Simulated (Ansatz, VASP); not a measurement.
# KBr (KBr (001), 3 units): VASP beside Ansatz, part 2 of 2

One calculation is typed for both programs; each brings its own data sets. How far apart do they land? Of the first pair: The structure shown is the start of the Ansatz relaxation below; VASP solves that cell, so the two are compared at the walk's first step.

VASP 6.6.1 and Ansatz 0.2.0.

So far: Set-up; Ansatz: relaxation, PBE; VASP: single point, PBE, start cell, pair 1.

## 4. Comparison

Known differences besides the potentials themselves: Ansatz cuts the interaction across the vacuum, VASP repeats the sheet with a dipole correction; the cutoff is 420 eV in Ansatz and 400 eV in VASP. Total energies have different zeros and are not compared.

Forces (eV/Å; atoms numbered as in POSCAR):

```
atom        Ansatz x, y, z          VASP x, y, z
  K1   0.000, 0.000, 0.034   0.000, 0.000, 0.030
  K2   0.000, 0.000, 0.000   0.000, 0.000, 0.000
  K3  0.000, 0.000, -0.034  0.000, 0.000, -0.030
 Br4  0.000, 0.000, -0.104  0.000, 0.000, -0.108
 Br5   0.000, 0.000, 0.000   0.000, 0.000, 0.000
 Br6   0.000, 0.000, 0.104   0.000, 0.000, 0.108
```

The forces differ by 1.8 meV/Å r.m.s., which is 4.7 % of the r.m.s. force of 0.037 eV/Å (both taken over all components). With vacuum in the cell, a pressure given here is an average over mostly empty space and none of the material.

## 5. Ansatz: relaxation, PBE

This run makes the geometry at which the two programs are then compared.

The structure compared here is the end of the Ansatz relaxation.

File input.yaml:

```yaml
crystal:
  lattice:
    - [4.66690476, 0.0, 0.0]
    - [0.0, 4.66690476, 0.0]
    - [0.0, 0.0, 22.6]
  atoms:
    - { symbol: K, position: [0.5, 0.5, 0.3539823009] }
    - { symbol: Br, position: [0.0, 0.0, 0.3539823009] }
    - { symbol: K, position: [0.0, 0.0, 0.5] }
    - { symbol: Br, position: [0.5, 0.5, 0.5] }
    - { symbol: K, position: [0.5, 0.5, 0.6460176991] }
    - { symbol: Br, position: [0.0, 0.0, 0.6460176991] }
  periodic: [true, true, false]
kpoints:
  mp_grid: { grid: [6, 6, 1] }
hamiltonian:
  xc: pbe
scf:
  occupations: { method: fermi_dirac, width: 0.05 }
relax:
  f_tol: 0.01
  max_steps: 90
  cell: {}
```

Launch:

```sh
> ansatz run input.yaml --threads 4 --pin off --max-ram 8192MiB --backend cpu --events-out ev --progress --plain --runs-dir out
```

Numbers of over 12 decimals in the logs are rounded to 6 here.

Log:

```text
[...]
Crystal: 6 atoms, lattice volume = 805.860 Å³
Basis set: ecut = 420 eV, 15707 PW (Γ), exchange–correlation on 64×64×500 points (8 copies of the dense FFT grid, shifted against one another)
Bands: 30, of which v1, the nominal top of the filled ones, is band 24 counted from 1 (23 counted from 0)
Symmetry: 16 space group operations
[...]
cell:  # Å, volume = 809.3514 Å³
    - [4.677004, 0, 0.0]
    - [0, 4.677004, 0.0]
    - [0.0, 0.0, 36.99999999864]
  atoms:
    - { symbol: K, position: [0.5, 0.5, 0.215897] }
    - { symbol: Br, position: [0, 0, 0.214118] }
    - { symbol: K, position: [0, 0, 0.305405] }
    - { symbol: Br, position: [0.5, 0.5, 0.305405] }
    - { symbol: K, position: [0.5, 0.5, 0.394914] }
    - { symbol: Br, position: [0, 0, 0.396693] }
[key lines of the parts left out:]
SCF converged after 6 iterations
Free energy (F): -12973.232936 eV
Fermi energy:    -3.739558 eV
P = ½ c Tr σ = 0.0079 N/m
```

## 6. VASP: single point, PBE, relaxed cell, pair 2

The same cell, functional, mesh and smearing now go to VASP, with its own data sets.

File INCAR:

```
SYSTEM = KBr
PREC = Accurate
ENCUT = 400
EDIFF = 1E-06
NELM = 120
ISMEAR = -1
SIGMA = 0.05
LREAL = .FALSE.
ALGO = Normal
GGA = PE
NBANDS = 30
LORBIT = 11
LWAVE = .FALSE.
LCHARG = .FALSE.
ISIF = 2
LDIPOL = .TRUE.
IDIPOL = 3
DIPOL = 0.5 0.5 0.305
LVHAR = .TRUE.
LASPH = .TRUE.
GGA_COMPAT = .FALSE.
EFERMI = MIDGAP
NELMDL = -8
KPAR = 2
```

File POSCAR:

```
KBr
1.0
    4.6770035646      0.0000000000      0.0000000000
    0.0000000000      4.6770035646      0.0000000000
    0.0000000000      0.0000000000     36.9999999986
K Br
3 3
Direct
    0.5000000000      0.5000000000      0.2158966347
    0.0000000000      0.0000000000      0.3054054054
    0.5000000000      0.5000000000      0.3949141761
    0.0000000000      0.0000000000      0.2141182912
    0.5000000000      0.5000000000      0.3054054054
    0.0000000000      0.0000000000      0.3966925196
```

File KPOINTS:

```
Automatic mesh
0
Gamma
6 6 1
0 0 0
```

Potentials, in the order of the species: K_sv and Br (PBE family, release 64).

Launch:

```sh
> mpirun -np 2 vasp_std
```

Log:

```text
[... set-up lines as in an earlier step ...]
 entering main loop
       N       E                     dE             d eps       ncg     rms          rms(c)
DAV:   1     0.388391616624E+03    0.38839E+03   -0.15484E+04   720   0.924E+02
DAV:   2     0.419558019298E+02   -0.34644E+03   -0.33918E+03   842   0.244E+02
DAV:   3    -0.171229099529E+02   -0.59079E+02   -0.58902E+02   868   0.895E+01
DAV:   4    -0.191529679359E+02   -0.20301E+01   -0.20272E+01   722   0.216E+01
[...]
DAV:  25    -0.183890671046E+02   -0.99966E-05   -0.22868E-07   456   0.136E-03    0.571E-04
DAV:  26    -0.183890773771E+02   -0.10272E-04   -0.46913E-07   458   0.171E-03    0.538E-04
DAV:  27    -0.183890782645E+02   -0.88746E-06   -0.61027E-08   474   0.846E-04
   1 F= -.18389078E+02 E0= -.18389078E+02  d E =-.115759E-19
```

OUTCAR, selected parts (step 6):

```text
  Total        0.0332178      0.0332178      0.0277878      0.0000000      0.0000000      0.0000000
  in kB        0.0657573      0.0657573      0.0550082      0.0000000      0.0000000      0.0000000
  external PRESSURE =       0.0621743 kB  Pullay stress =       0.0000000 kB

 POSITION                                       TOTAL-FORCE (eV/Angst)
 -----------------------------------------------------------------------------------
      2.33850      2.33850      7.98818         0.000000      0.000000     -0.005686
      0.00000      0.00000     11.30000        -0.000000     -0.000000     -0.000000
      2.33850      2.33850     14.61182        -0.000000     -0.000000      0.005686
      0.00000      0.00000      7.92238        -0.000000     -0.000000     -0.005677
      2.33850      2.33850     11.30000        -0.000000      0.000000     -0.000000
      0.00000      0.00000     14.67762        -0.000000     -0.000000      0.005677
 -----------------------------------------------------------------------------------
    total drift:                                0.000000     -0.000000      0.000186

  FREE ENERGIE OF THE ION-ELECTRON SYSTEM (eV)
  ---------------------------------------------------
  free  energy   TOTEN  =       -18.3890782645 eV

  energy  without entropy=      -18.3890782645  energy(sigma->0) =      -18.38907826

[... 1 part as in an earlier step ...]

[... 2 further parts left out ...]
[key lines of the parts left out:]
E-fermi :  -2.6461
```

## 7. Comparison

Both answers:

| quantity | Ansatz | VASP | difference |
| --- | --- | --- | --- |
| gap on the k mesh (eV) | 4.381 | 4.380 | +0.001 |

At this near-relaxed geometry the largest component of a force difference is 3 meV/Å. A gap on the mesh is an upper bound, since the band edges may lie between its points. With vacuum in the cell, a pressure given here is an average over mostly empty space and none of the material.

## 8. Outcome

```yaml
r_m_s_force_difference_single_point_pbe_start_cell_pair_1: 1.8 meV/Å
difference_in_gap_on_the_k_mesh_single_point_pbe_relaxed_cell_pair_2: 9.7e-4 eV
```

The r.m.s. force difference is 1.8 meV/Å (single point, PBE, start cell, pair 1), within the 12 meV/Å picked in this series as the mark of a large difference. How closely two codes agree says nothing of how well the functional describes the real material.

[Lines on the potential files, build, host, timing and source positions are cut from VASP's logs without a mark.]

[Logs are printed without paths, hosts, clocks, repeated set-up lines and the standing remarks that a program may print on its own settings, such as how far it seeks lower states.]

[Hosts, paths, dates, database ids (printed as entryN), source tags and the programs' standing remarks are cut or masked in the printed files.]
